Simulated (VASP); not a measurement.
A run of VASP 6.6.1 is set up as follows.

File INCAR:

```
PREC = Accurate
ENCUT = 300
EDIFF = 1E-7
ISMEAR = 1
SIGMA = 0.1
LREAL = False
LASPH = True
NELM = 80
ALGO = Normal
ISIF = 4
LWAVE = False
LCHARG = False
GGA = PE
IBRION = 2
NSW = 40
EDIFFG = -0.01
```

Contents of KPOINTS:

```
regular mesh
0
Gamma
  6 6 3
```

The input POSCAR:

```
TiTe2                                   
1.0
    3.7891975269     -0.0000000000      0.0000000000
   -1.8945987635      3.2815413183     -0.0000000000
   -0.0000000000      0.0000000000      6.6013806685
  Ti              Te            
     1     2
Direct
     0.0000000000000000    1.0000000000000000    1.0000000000000000
     0.6666666667000030    0.3333333332999970    0.2572299828178191
     0.3333333332999970    0.6666666667000030    0.7427700171821809
```

Potentials or basis: VASP PAW PBE potentials, release 64 (Ti, Te).

The run is started by

```sh
$ cat potpaw_PBE.64/Ti/POTCAR potpaw_PBE.64/Te/POTCAR > POTCAR
$ mpirun -np 1 vasp_std > vasp.out
```

(1) What does it give for the band gap on the k mesh?

Results:

(1) none (metal or under the smearing width).

Caveat: the relaxation stopped at its first step, so nothing moved.
